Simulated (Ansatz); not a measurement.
Strain response of NbH

Theory: DFT PBEsol, scalar-relativistic, plane waves, PAW (Ansatz). (420 eV cutoff, 14×14×12 k-mesh, Gaussian smearing of 0.10 eV, no spin polarisation)

The relaxed crystal:

```yaml
crystal:
  lattice:
    - [3.17766, 0.00000, 0.00000]
    - [0.00000, 3.17766, 0.00000]
    - [0.00000, 0.00000, 3.90283]
  atoms:
    - { symbol: Nb, position: [0.00000, 0.00000, 0.00000] }
    - { symbol: Nb, position: [0.50000, 0.50000, 0.50000] }
    - { symbol: H, position: [0.00000, 0.00000, 0.50000] }
    - { symbol: H, position: [0.50000, 0.50000, 0.00000] }
```

Deformation: c alone is stretched, the rest of the cell is held and the atoms relax, all within the symmetry that the strain leaves. Energies are extrapolated to zero smearing. On this cell's mesh the reference holds a stress of up to 0.20 GPa.

| strain (%) | ΔE (meV/atom) | a (Å) | b (Å) | c (Å) |
| --- | --- | --- | --- | --- |
| -6.0 | 40.3 | 3.178 | 3.178 | 3.669 |
| -4.0 | 15.8 | 3.178 | 3.178 | 3.747 |
| -2.0 | 3.4 | 3.178 | 3.178 | 3.825 |
| +0.0 | 0.0 | 3.178 | 3.178 | 3.903 |
| +2.0 | 2.9 | 3.178 | 3.178 | 3.981 |
| +4.0 | 11.4 | 3.178 | 3.178 | 4.059 |
| +6.0 | 25.2 | 3.178 | 3.178 | 4.137 |

(1) Does one stiffness describe the whole range?

Answers

(1) No: the innermost pair of points gives (1/V) d²E/dε² = 260 GPa and a cubic fit over all points 299 GPa, so terms beyond the third order count over this range.